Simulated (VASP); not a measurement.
# Si2Mo (I4/mmm) in VASP: further runs

Runs on Si2Mo. Level: PBE. Tasks: single point.

Everything below comes from runs of VASP 6.6.1. Logs are shortened: lines on timing, memory, paths and dates and some standing lists are left out, and cuts for length are marked.

### Step 1. The crystal as given

The structure is tetragonal, space group I4/mmm (No. 139). Conventional cell: a = 3.200 Å, b = 3.200 Å, c = 7.861 Å, α = 90.00°, β = 90.00°, γ = 90.00°. Mo (site symmetry 4/mmm) has 10 Si at 2.62 Å as nearest neighbours. Around Si (site symmetry 4mm) lie 5 Si at 2.61 to 2.63 Å and 5 Mo at 2.62 Å.

### Step 2. Single point, PBE

File INCAR:

```
SYSTEM = Si2Mo
ALGO = Fast
EDIFF = 1E-7
ENCUT = 400
GGA = PE
ISIF = 2
ISMEAR = 0
LASPH = .True.
LCHARG = .False.
LREAL = .False.
LWAVE = .False.
NBANDS = 18
NELM = 60
PREC = Accurate
SIGMA = 0.02
```

File KPOINTS:

```
k-points
0
Gamma
  5 5 5
  0 0 0
```

File POSCAR:

```
Si2Mo
1.0
   -1.6000000000      1.6000000000      3.9305000000
    1.6000000000     -1.6000000000      3.9305000000
    1.6000000000      1.6000000000     -3.9305000000
Mo Si
1 2
Direct
    0.0000000000      0.0000000000      0.0000000000
    0.6670000000      0.6670000000      0.0000000000
    0.3330000000      0.3330000000      0.0000000000
```

Potentials or basis: VASP PAW PBE potentials, release 64 (Mo_sv_GW, Si_GW).

The run is started by

```
$ cat potpaw_PBE.64/Mo_sv_GW/POTCAR potpaw_PBE.64/Si_GW/POTCAR > POTCAR
$ mpirun -np 1 vasp_std > vasp.out
```

OUTCAR:

```text
SYSTEM = Si2Mo
   EDIFF = 1E-7
   ENCUT = 400
   GGA = PE
   ISIF = 2
   ISMEAR = 0
   LASPH = .True.
   LREAL = .False.
   NELM = 60
   PREC = Accurate

 ion  position               nearest neighbor table
   1  0.000  0.000  0.000-   2 2.62   3 2.62   2 2.62   3 2.62   2 2.62   3 2.62   3 2.62   2 2.62
                             2 2.62   3 2.62
   2  0.667  0.667  0.000-   3 2.61   3 2.61   3 2.61   3 2.61   1 2.62   1 2.62   1 2.62   1 2.62
                             1 2.62   3 2.63
   3  0.333  0.333  0.000-   2 2.61   2 2.61   2 2.61   2 2.61   1 2.62   1 2.62   1 2.62   1 2.62
                             1 2.62   2 2.63

  LATTYP: Found a body centered tetragonal cell.
 ALAT       =     3.2000000000
 C/A-ratio  =     2.4565625000

  Lattice vectors:

 A1 = (  -1.6000000000,   1.6000000000,   3.9305000000)
 A2 = (   1.6000000000,  -1.6000000000,   3.9305000000)
 A3 = (   1.6000000000,   1.6000000000,  -3.9305000000)

Analysis of symmetry for initial positions (statically):
=====================================================================
 Subroutine PRICEL returns:
 Original cell was already a primitive cell.

 Routine SETGRP: Setting up the symmetry group for a
 body centered tetragonal supercell.

 Subroutine GETGRP returns: Found 16 space group operations
 (whereof 16 operations were pure point group operations)
 out of a pool of 16 trial point group operations.

The static configuration has the point symmetry D_4h.

Analysis of symmetry for dynamics (positions and initial velocities):
=====================================================================
 Subroutine PRICEL returns:
 Original cell was already a primitive cell.

 Routine SETGRP: Setting up the symmetry group for a
 body centered tetragonal supercell.

 Subroutine GETGRP returns: Found 16 space group operations
 (whereof 16 operations were pure point group operations)
 out of a pool of 16 trial point group operations.

The dynamic configuration has the point symmetry D_4h.

 Subroutine INISYM returns: Found 16 space group operations
 (whereof 16 operations are pure point group operations),
 and found     1 'primitive' translations

----------------------------------------------------------------------------------------

                                     Primitive cell

  volume of cell :      40.2483

  direct lattice vectors                    reciprocal lattice vectors
    -1.600000000  1.600000000  3.930500000     0.000000000  0.312500000  0.127210279
     1.600000000 -1.600000000  3.930500000     0.312500000  0.000000000  0.127210279
     1.600000000  1.600000000 -3.930500000     0.312500000  0.312500000  0.000000000

  length of vectors
     4.535287229  4.535287229  4.535287229     0.337399918  0.337399918  0.441941738

  position of ions in fractional coordinates (direct lattice)
     0.000000000  0.000000000  0.000000000
     0.667000000  0.667000000  0.000000000
     0.333000000  0.333000000  0.000000000

  ion indices of the primitive-cell ions
   primitive index   ion index
                 1           1
                 2           2
                 3           3

----------------------------------------------------------------------------------------

 KPOINTS: k-points

Automatic generation of k-mesh.
 Grid dimensions read from file:
 generate k-points for:    5    5    5

 Generating k-lattice:

  Cartesian coordinates                     Fractional coordinates (reciprocal lattice)
     0.000000000  0.062500000  0.025442056     0.200000000  0.000000000 -0.000000000
     0.062500000  0.000000000  0.025442056     0.000000000  0.200000000 -0.000000000
     0.062500000  0.062500000  0.000000000     0.000000000  0.000000000  0.200000000

  Length of vectors
     0.067479984  0.067479984  0.088388348

  Shift w.r.t. Gamma in fractional coordinates (k-lattice)
     0.000000000  0.000000000  0.000000000

 Subroutine IBZKPT returns following result:
 ===========================================

 Found     18 irreducible k-points:

 Following reciprocal coordinates:
            Coordinates               Weight
  0.000000  0.000000  0.000000      1.000000
  0.200000  0.000000 -0.000000      8.000000
  0.400000  0.000000  0.000000      8.000000
  0.200000  0.200000 -0.000000      8.000000
  0.400000  0.200000  0.000000     16.000000
 -0.400000  0.200000 -0.000000     16.000000
[... 10 lines left out ...]
 -0.400000  0.400000  0.400000      4.000000
 -0.400000 -0.400000  0.400000      2.000000
   k-points           NKPTS =     18   k-points in BZ     NKDIM =     18   number of bands    NBANDS=     18
   number of dos      NEDOS =    301   number of ions     NIONS =      3
   total plane-waves  NPLWV =  27000
   dimension x,y,z NGX =    30 NGY =   30 NGZ =   30
   dimension x,y,z NGXF=    60 NGYF=   60 NGZF=   60
   ions per type =               1   2
   NGX,Y,Z   is equivalent  to a cutoff of  11.00, 11.00, 11.00 a.u.
   NGXF,Y,Z  is equivalent  to a cutoff of  21.99, 21.99, 21.99 a.u.
 SYSTEM =  Si2Mo
   PREC   = accura    normal or accurate (medium, high low for compatibility)
   ISTART =      0    job   : 0-new  1-cont  2-samecut
   ICHARG =      2    charge: 1-file 2-atom 10-const
   ISPIN  =      1    spin polarized calculation?
   LNONCOLLINEAR =      F non collinear calculations
   LSORBIT =      F    spin-orbit coupling
   LASPH  =      T    aspherical Exc in radial PAW
   ENCUT  =  400.0 eV  29.40 Ry    5.42 a.u.   7.40  7.40  7.40*2*pi/ulx,y,z
   NELM   =     60;   NELMIN=  2; NELMDL= -5     # of ELM steps
   EDIFF  = 0.1E-06   stopping-criterion for ELM
   LREAL  =      F    real-space projection
   EDIFFG = 0.1E-05   stopping-criterion for IOM
   NSW    =      0    number of steps for IOM
   IBRION =     -1    ionic relax: 0-MD 1-quasi-New 2-CG
   NFREE  =      0    steps in history (QN), initial steepest desc. (CG)
   ISIF   =      2    stress and relaxation
   ISYM   =      2    0-nonsym 1-usesym 2-fastsym
   POTIM  = 0.5000    time-step for ionic-motion
   TEBEG  =    0.0;   TEEND  =   0.0 temperature during run
   PSTRESS=    0.0 pullay stress
   NELECT =      22.0000    total number of electrons
   NUPDOWN=      -1.0000    fix difference up-down
   EMIN   =  10.00;   EMAX   =-10.00  energy-range for DOS
   EFERMI =   0.00;   METHOD = LEGACY
   ISMEAR =     0;   SIGMA  =   0.02  broadening in eV -4-tet -1-fermi 0-gaus
   EFERMI_NEDOS =   21; number of points for ismear=-14 and -15
   IALGO  =     68    algorithm
   IMIX   =      4    mixing-type and parameters
     AMIX     =   0.40;   BMIX     =  1.00
     AMIX_MAG =   1.60;   BMIX_MAG =  1.00
  volume/ion in A,a.u.               =      13.42        90.54
  Fermi-wavevector in a.u.,A,eV,Ry     =   1.338546  2.529484 24.377614  1.791704
  Thomas-Fermi vector in A             =   2.467007
   LORBIT       =      0    0 simple, 1 ext, 2 COOP (PROOUT), +10 PAW based schemes
   GGA     = PE    functional components
   LHFCALC =     F    Hartree Fock is set to
   AEXX    =    0.0000 exact exchange contribution
   IVDW    =     0    specifies the selected vdW correction
   LEPSILON=     F    determine dielectric tensor
   LRPA    =     F    only Hartree local field effects (RPA)
 non-spin polarized calculation
 RMM-DIIS sequential band-by-band and
 Gauss-broadening in eV      SIGMA  =   0.02
  energy-cutoff  :      400.00
  volume of cell :       40.25
 maximum number of plane-waves:       761
 NGX is ok and might be reduce to    30
   NGX = 15   NGY = 15   NGZ = 15

 number of electron      22.0000000 magnetization

 Free energy of the ion-electron system (eV)
  ---------------------------------------------------
  ext. energy  EPLUGINS =         0.00000000
  ---------------------------------------------------
  free energy    TOTEN  =       -24.02007150 eV

  energy without entropy =      -24.01978362  energy(sigma->0) =      -24.01992756

 E-fermi :  12.1305     XC(G=0): -12.4174

 val. band max:       11.8488583286   @ k =  -0.4000   0.4000   0.4000
 cond. band min:      12.1400694016   @ k =  -0.4000  -0.4000   0.4000
 fundamental gap:      0.2912110730
 Fermi energy:        12.1305270593

 k-point     1 :       0.0000    0.0000    0.0000
  band No.  band energies     occupation
      1     -48.8891      2.00000
      2     -23.0406      2.00000
      3     -22.9549      2.00000
      4     -22.9549      2.00000
      5      -1.6069      2.00000
      6       5.5114      2.00000
[... 10 lines left out ...]
     17      16.8769      0.00000
     18      16.8769      0.00000

 k-point     2 :       0.2000    0.0000   -0.0000
  band No.  band energies     occupation
      1     -48.8826      2.00000
      2     -23.0444      2.00000
      3     -23.0334      2.00000
      4     -22.9465      2.00000
      5      -0.8974      2.00000
      6       5.3774      2.00000
[... 10 lines left out ...]
     17      18.1492      0.00000
     18      19.7944      0.00000

 k-point     3 :       0.4000    0.0000    0.0000
  band No.  band energies     occupation
      1     -48.8722      2.00000
      2     -23.1855      2.00000
      3     -23.0224      2.00000
      4     -22.9329      2.00000
      5       1.0254      2.00000
      6       3.5440      2.00000
[... 10 lines left out ...]
     17      18.3701      0.00000
     18      19.8841      0.00000

 k-point     4 :       0.2000    0.2000   -0.0000
  band No.  band energies     occupation
      1     -48.8762      2.00000
      2     -23.0390      2.00000
      3     -23.0300      2.00000
      4     -23.0274      2.00000
      5      -0.0598      2.00000
      6       4.7335      2.00000
[... 10 lines left out ...]
     17      18.5081      0.00000
     18      20.7786      0.00000

 k-point     5 :       0.4000    0.2000    0.0000
  band No.  band energies     occupation
      1     -48.8661      2.00000
      2     -23.1726      2.00000
      3     -23.0175      2.00000
      4     -23.0144      2.00000
      5       1.8030      2.00000
      6       3.5182      2.00000
[... 10 lines left out ...]
     17      19.0100      0.00000
     18      21.0796      0.00000

 k-point     6 :      -0.4000    0.2000   -0.0000
  band No.  band energies     occupation
      1     -48.8661      2.00000
      2     -23.1723      2.00000
      3     -23.0170      2.00000
      4     -23.0114      2.00000
      5       1.2474      2.00000
      6       4.2299      2.00000
[... 10 lines left out ...]
     17      18.6434      0.00000
     18      19.6505      0.00000

 k-point     7 :      -0.2000    0.2000    0.0000
  band No.  band energies     occupation
      1     -48.8764      2.00000
      2     -23.0380      2.00000
      3     -23.0293      2.00000
      4     -23.0232      2.00000
      5      -0.4225      2.00000
      6       6.3305      2.00000
[... 10 lines left out ...]
     17      18.4383      0.00000
     18      19.4292      0.00000

 k-point     8 :       0.4000    0.4000    0.0000
  band No.  band energies     occupation
      1     -48.8563      2.00000
      2     -23.1513      2.00000
      3     -23.1512      2.00000
      4     -22.9988      2.00000
      5       2.9305      2.00000
      6       3.7666      2.00000
[... 10 lines left out ...]
     17      18.1413      0.00000
     18      20.7428      0.00000
[... 103 lines left out ...]
     17      17.7134      0.00000
     18      20.1586      0.00000

 k-point    14 :      -0.4000   -0.4000    0.2000
  band No.  band energies     occupation
      1     -48.8760      2.00000
      2     -23.0396      2.00000
      3     -23.0352      2.00000
      4     -23.0312      2.00000
      5       0.8184      2.00000
      6       3.2500      2.00000
[... 10 lines left out ...]
     17      18.8437      0.00000
     18      21.8573      0.00000

 k-point    15 :      -0.2000   -0.4000    0.2000
  band No.  band energies     occupation
      1     -48.8824      2.00000
      2     -23.0477      2.00000
      3     -23.0414      2.00000
      4     -22.9473      2.00000
      5      -0.1660      2.00000
      6       3.6259      2.00000
[... 10 lines left out ...]
     17      18.9476      0.00000
     18      19.9515      0.00000

 k-point    16 :      -0.2000   -0.2000    0.2000
  band No.  band energies     occupation
      1     -48.8888      2.00000
      2     -23.0488      2.00000
      3     -22.9554      2.00000
      4     -22.9554      2.00000
      5      -1.1936      2.00000
      6       4.1721      2.00000
[... 10 lines left out ...]
     17      18.2026      0.00000
     18      18.2026      0.00000

 k-point    17 :      -0.4000    0.4000    0.4000
  band No.  band energies     occupation
      1     -48.8821      2.00000
      2     -23.0510      2.00000
      3     -23.0450      2.00000
      4     -22.9477      2.00000
      5       0.6351      2.00000
      6       2.4770      2.00000
[... 10 lines left out ...]
     17      18.7778      0.00000
     18      19.4216      0.00000

 k-point    18 :      -0.4000   -0.4000    0.4000
  band No.  band energies     occupation
      1     -48.8883      2.00000
      2     -23.0620      2.00000
      3     -22.9562      2.00000
      4     -22.9562      2.00000
      5      -0.1386      2.00000
      6       2.3074      2.00000
[... 10 lines left out ...]
     17      20.0900      0.00000
     18      20.5495      0.00000

------------------------ aborting loop because EDIFF is reached ----------------------------------------

  FORCE on cell =-STRESS in cart. coord.  units (eV):
  Direction    XX          YY          ZZ          XY          YZ          ZX
  --------------------------------------------------------------------------------------
  -------------------------------------------------------------------------------------
  Total        0.6186843      0.6186843      0.5012964      0.0000000     -0.0000000      0.0000000
  in kB       24.6281589     24.6281589     19.9552616      0.0000000     -0.0000000      0.0000000
  external PRESSURE =      23.0705264 kB  Pullay stress =       0.0000000 kB

 VOLUME and BASIS-vectors are now :
 -----------------------------------------------------------------------------
  energy-cutoff  :      400.00
  volume of cell :       40.25
      direct lattice vectors                 reciprocal lattice vectors
    -1.600000000  1.600000000  3.930500000     0.000000000  0.312500000  0.127210279
     1.600000000 -1.600000000  3.930500000     0.312500000  0.000000000  0.127210279
     1.600000000  1.600000000 -3.930500000     0.312500000  0.312500000  0.000000000

 POSITION                                       TOTAL-FORCE (eV/Angst)
 -----------------------------------------------------------------------------------
      0.00000      0.00000      0.00000         0.000000      0.000000      0.000000
      0.00000      0.00000      5.24329        -0.000000     -0.000000     -0.239825
      0.00000      0.00000      2.61771        -0.000000     -0.000000      0.239825
 -----------------------------------------------------------------------------------
    total drift:                               -0.000000      0.000000     -0.000000

  FREE ENERGIE OF THE ION-ELECTRON SYSTEM (eV)
  ---------------------------------------------------
  free  energy   TOTEN  =       -24.0200714956 eV

  energy  without entropy=      -24.0197836186  energy(sigma->0) =      -24.01992756
```

Run time: 37 s. Hardware: 1 thread of Intel Xeon Platinum 8488C (Sapphire Rapids), shared host; peak memory 0.17 GiB.

Results:

- Free energy: -24.0201 eV
- Pressure: 2.3 GPa
- Largest force: 0.240 eV/Å
- Band gap on the k mesh: none (metal or under the smearing width)

Forces in eV/Å, atoms in the order of the input:
```
Mo   0.000  0.000  0.000
Si   0.000  0.000 -0.240
Si   0.000  0.000  0.240
```

Caveat: the k mesh is coarse (spacing up to 0.56 Å⁻¹), so the values aren't converged.

### Step 3. Single point, PBE

File INCAR:

```
PREC = Accurate
ENCUT = 550
EDIFF = 1E-6
ISMEAR = 0
SIGMA = 0.1
LREAL = False
LASPH = True
NELM = 100
ALGO = Normal
ISIF = 2
LWAVE = False
LCHARG = False
GGA = PE
NBANDS = 18
```

File KPOINTS:

```
regular mesh
0
Gamma
  12 12 12
```

File POSCAR:

```
Si2Mo
1.0
   -1.6000000000      1.6000000000      3.9305000000
    1.6000000000     -1.6000000000      3.9305000000
    1.6000000000      1.6000000000     -3.9305000000
Mo Si
1 2
Cartesian
    0.0000000000      0.0000000000      0.0000000000
    0.0000000000      0.0000000000      5.2432870000
    0.0000000000      0.0000000000      2.6177130000
```

Potentials or basis: VASP PAW PBE potentials, release 64 (Mo_sv_GW, Si_GW).

The run is started by

```
$ cat potpaw_PBE.64/Mo_sv_GW/POTCAR potpaw_PBE.64/Si_GW/POTCAR > POTCAR
$ mpirun -np 1 vasp_std > vasp.out
```

It took 3.3 min on 1 thread of Intel Xeon Platinum 8488C (Sapphire Rapids), shared host; peak memory 0.34 GiB.

Results (log left out):

| Item | Value |
| --- | --- |
| Free energy | -24.0327 eV |
| Pressure | 1.9 GPa |
| Largest force | 0.276 eV/Å |
| Band gap on the k mesh | none (metal or under the smearing width) |

Forces on the atoms (eV/Å):
```
Mo   0.000  0.000  0.000
Si   0.000  0.000 -0.276
Si   0.000  0.000  0.276
```

Stress tensor (GPa, compression positive):
```
2.28 0.00 0.00
0.00 2.28 0.00
0.00 0.00 1.12
```

Levels at points of the mesh, in eV from the Fermi level:
| k point | band 8 | band 9 | band 10 | band 11 | band 12 | band 13 | band 14 | band 15 |
| --- | --- | --- | --- | --- | --- | --- | --- | --- |
| (0.00, 0.00, 0.00) | -3.03 | -2.67 | -2.67 | 0.40 | 3.06 | 3.10 | 3.62 | 3.62 |
| (0.50, 0.00, 0.00) | -4.49 | -2.62 | -2.52 | -0.53 | 2.25 | 3.01 | 4.02 | 4.24 |
| (0.50, 0.50, 0.00) | -5.29 | -4.50 | -3.07 | -1.15 | 2.31 | 2.70 | 2.99 | 3.24 |
| (0.50, 0.50, 0.50) | -2.29 | -0.60 | -0.60 | -0.54 | -0.54 | 0.54 | 4.60 | 5.14 |

### Step 4. Single point, PBE

File run.py:

```python
from ase import Atoms
from ase.calculators.vasp import Vasp
from ase.dft.bandgap import bandgap

atoms = Atoms(
    ['Mo', 'Si', 'Si'],
    cell=[[-1.6, 1.6, 3.9305], [1.6, -1.6, 3.9305], [1.6, 1.6, -3.9305]],
    scaled_positions=[[0.0, 0.0, 0.0], [0.667, 0.667, 0.0], [0.333, 0.333, 0.0]],
    pbc=True,
)
calc = Vasp(
    directory='calc',
    xc='pbe',
    pp='PBE',
    setups='gw',
    prec='Accurate',
    encut=550,
    ediff=1e-06,
    ismear=0,
    sigma=0.1,
    lreal=False,
    lasph=True,
    nelm=60,
    algo='Normal',
    isif=2,
    lwave=False,
    lcharg=False,
    kpts=[12, 12, 12],
    gamma=True,
    nbands=18,
)
atoms.calc = calc

print('energy (eV):', atoms.get_potential_energy())
print('free energy (eV):', atoms.get_potential_energy(force_consistent=True))
print('forces (eV/A):')
print(atoms.get_forces())
print('stress (eV/A^3, Voigt):', atoms.get_stress())
print('Fermi level (eV):', calc.get_fermi_level())
gap, top, bottom = bandgap(calc)
print('band gap (eV):', gap, 'from (spin, k, band)', top, 'to', bottom)
```

Potentials or basis: VASP PAW PBE potentials, release 64 (Mo_sv_GW, Si_GW).

The run is started by

```
$ python run.py
```

What it wrote:

```text
energy (eV): -24.03200997
free energy (eV): -24.03267706
forces (eV/A):
[[ 0.          0.          0.        ]
 [ 0.          0.         -0.27578307]
 [-0.         -0.          0.27578307]]
stress (eV/A^3, Voigt): [-0.01423073 -0.01423073 -0.00701985 -0.          0.         -0.        ]
Fermi level (eV): 11.86124835
band gap (eV): 0.0 from (spin, k, band) (None, None, None) to (None, None, None)
```

OUTCAR:

```text
ENCUT = 550.000000
   EDIFF = 1.00e-06
   GGA = PE
   PREC = Accurate
   ISIF = 2
   ISMEAR = 0
   NELM = 60
[... 1094 lines left out ...]
      0.00000      0.00000      0.00000         0.000000      0.000000      0.000000
      0.00000      0.00000      5.24329         0.000000      0.000000     -0.275783
      0.00000      0.00000      2.61771        -0.000000     -0.000000      0.275783
 -----------------------------------------------------------------------------------
    total drift:                                0.000000      0.000000     -0.000000

  FREE ENERGIE OF THE ION-ELECTRON SYSTEM (eV)
  ---------------------------------------------------
  free  energy   TOTEN  =       -24.0326770614 eV

  energy  without entropy=      -24.0313428880  energy(sigma->0) =      -24.03200997
```

INCAR:

```text
ENCUT = 550.000000
SIGMA = 0.100000
EDIFF = 1.00e-06
ALGO = Normal
GGA = PE
PREC = Accurate
ISIF = 2
ISMEAR = 0
NBANDS = 18
NELM = 60
LASPH = .TRUE.
LCHARG = .FALSE.
LWAVE = .FALSE.
LREAL = .FALSE.
```

Wall time 3.6 min (1 thread of Intel Xeon Platinum 8488C (Sapphire Rapids), shared host); peak memory 0.34 GiB.

What came out:

```yaml
Free_energy: -24.0327 eV
Pressure: 1.9 GPa
Largest_force: 0.276 eV/Å
Band_gap_on_the_k_mesh: none (metal or under the smearing width)
```

Forces on the atoms (eV/Å):
```
Mo   0.000  0.000  0.000
Si   0.000  0.000 -0.276
Si   0.000  0.000  0.276
```
